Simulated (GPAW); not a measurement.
A run of GPAW 26.7.0 is set up as follows.

Contents of run.py:

```python
import numpy as np
from ase import Atoms
from ase.dft.bandgap import bandgap
from ase.io import write
from ase.units import GPa
from gpaw import GPAW, PW
from gpaw.spinorbit import soc_eigenstates

atoms = Atoms(['Te', 'Sn'],
              cell=[[0.0, 3.15085, 3.15085],
                    [3.15085, 0.0, 3.15085],
                    [3.15085, 3.15085, 0.0]],
              scaled_positions=[[0.5, 0.5, 0.5],
                                [0.0, 0.0, 0.0]],
              pbc=True)

calc = GPAW(mode=PW(600),
            xc='MGGA_X_R2SCAN+MGGA_C_R2SCAN',
            kpts={'size': (6, 6, 6), 'gamma': True},
            occupations={'name': 'fermi-dirac', 'width': 0.05},
            nbands=19,
            convergence={'density': 1e-05, 'energy': 1e-05},
            maxiter=150,
            txt='gpaw.txt')
atoms.calc = calc
energy = atoms.get_potential_energy()
forces = atoms.get_forces()
stress = atoms.get_stress()
calc.write('gs.gpw')
write('result.traj', atoms)
print(f'Energy: {energy:.6f} eV')
print('Forces (eV/A):')
print(forces.round(4))
print('Stress (GPa):', (stress / GPa).round(3))
print('Fermi level:', round(calc.get_fermi_level(), 4), 'eV')
print(f'Gap: {bandgap(calc)[0]:.4f} eV, direct: {bandgap(calc, direct=True)[0]:.4f} eV')

path = atoms.cell.bandpath('GXWKGLUWLK,UX', npoints=60, eps=1e-4)
bs_calc = calc.fixed_density(kpts=path, symmetry='off', nbands=32,
                             convergence={'bands': 'CBM+6.0', 'eigenstates': 1e-6}, txt='bands.txt')
bs = bs_calc.band_structure()
bs.write('bs.json')
print(f'Gap on the path: {bandgap(bs_calc)[0]:.4f} eV')

soc = soc_eigenstates(bs_calc, theta=90, phi=45, ignore_xc_potential=True)
np.savetxt('soc_bands.dat', soc.eigenvalues(), fmt='%.4f')
mesh = soc_eigenstates('gs.gpw', theta=90, phi=45, ignore_xc_potential=True)
np.savetxt('soc_mesh.dat', mesh.eigenvalues(), fmt='%.4f')
print('Fermi level with spin-orbit coupling:', round(mesh.fermi_level, 4), 'eV')
```

Potentials or basis: GPAW PAW data sets (gpaw-data 1.2.1), pw.

The run is started by

```sh
$ OMP_NUM_THREADS=1 python run.py
```

Task: Predict the pressure.

Result: 1.5 GPa.

Task: Estimate the band gap on the k mesh.

Result: 0.26 eV, direct.

Task: Predict the band gap along the path.

Result: 0.22 eV, indirect (least direct gap 0.26 eV).

Levels at the corners of the path, in eV from the valence-band top:
```
point  band 18  band 19  band 20  band 21  band 22  band 23
    Γ    -2.08    -2.08    -2.08     2.93     2.93     3.85
    X    -4.25    -3.77    -3.77     2.45     2.45     4.82
    W    -5.02    -0.91    -0.91     0.94     0.94     4.86
    K    -3.56    -2.77    -2.77     2.98     2.98     3.51
    Γ    -2.08    -2.08    -2.08     2.93     2.93     3.85
    L    -1.72     0.00     0.00     0.26     0.26     0.42
    U    -3.56    -2.77    -2.77     2.98     2.98     3.51
    W    -5.02    -0.91    -0.91     0.94     0.94     4.86
    L    -1.72     0.00     0.00     0.26     0.26     0.42
    K    -3.56    -2.77    -2.77     2.98     2.98     3.51
    U    -3.56    -2.77    -2.77     2.98     2.98     3.51
    X    -4.25    -3.77    -3.77     2.45     2.45     4.82
```

Caveat: spin-orbit coupling was added after a scalar SCF, so levels and gaps hold it while energy, forces, pressure and moments don't; this program's spin-orbit splittings come out too wide for heavy elements; the PAW data sets were made with another functional, which shifts forces and pressure a little.

**Measured values to compare with.**

From a printed reference work, textbook, for a bulk crystal of SnTe at 300 K: band gap 0.18 eV (direct).

Measured gap of SnTe: 0.18 eV (direct; 300 K; a printed reference work, textbook). This calculation gives 0.22 eV (+0.04 eV). The value is that of r2SCAN, without temperature or zero-point motion.
